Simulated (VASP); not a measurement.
Runs of VASP 6.6.1 on Al2O3. Symmetry: Pnnm, No. 58, orthorhombic system. Conventional cell: a = 4.614 Å, b = 9.563 Å, c = 3.120 Å, α = 90.00°, β = 90.00°, γ = 90.00°. Al (site symmetry m) is surrounded by 4 O at 1.68 to 1.82 Å. O (site symmetry 2/m) has 2 Al at 1.68 Å as nearest neighbours. O (site symmetry m) is surrounded by 3 Al at 1.82 Å. Measurements of this composition are mostly on another form, of space group No. 167.

| task | level | potentials or basis | cell | cutoff (eV) | target pressure | gap on the mesh (eV) | pressure (GPa) | largest force (eV/Å) |
| --- | --- | --- | --- | --- | --- | --- | --- | --- |
| relaxation of cell and atoms | LDA | VASP PAW LDA potentials, release 64 (Al, O) | relaxed to 2 GPa | 600 | 2 GPa | 3.59 | 2.0 | 0.02 |
| band structure | revPBE | VASP PAW PBE potentials, release 64 (Al, O) | as given | 520 | - | 3.66 | 2.0 | 0.21 |
| band structure | AM05 | VASP PAW PBE potentials, release 64 (Al, O) | as given | 520 | - | 3.57 | -2.0 | 0.18 |
| band structure | PW91 | VASP PAW PBE potentials, release 64 (Al, O) | as given | 520 | - | 3.54 | -0.3 | (b) |
| relaxation of cell and atoms | LDA | VASP PAW LDA potentials, release 64 (Al, O) | relaxed to 5 GPa | 600 | 5 GPa | (c) | 5.0 | 0.02 |
| relaxation of cell and atoms | LDA | VASP PAW LDA potentials, release 64 (Al, O) | relaxed | 600 | - | 3.43 | 0.1 | 0.01 |
| band structure | BLYP | VASP PAW PBE potentials, release 64 (Al, O) | as given | 520 | - | 3.62 | 2.0 | 0.20 |
| band structure | r2SCAN | VASP PAW PBE potentials, release 64 (Al, O) | as given | 520 | - | 4.11 | (a) | 0.21 |

Alike in all rows: no spin polarisation; k mesh 5 × 3 × 7; smearing fermi-dirac 0.05 eV.

Problem. Fill in the values left out.

Solution. (a) -4.2; (b) 0.19; (c) 3.68.

Caveats: the PAW data sets were made with another functional, which shifts forces and pressure a little (some runs); an odd mesh through Γ misses points on the zone boundary, where band edges often lie (some runs); the cell is relaxed towards a set pressure, so the enthalpy falls and the energy may rise (some runs).

Runs at the PBE level aren't shown here.
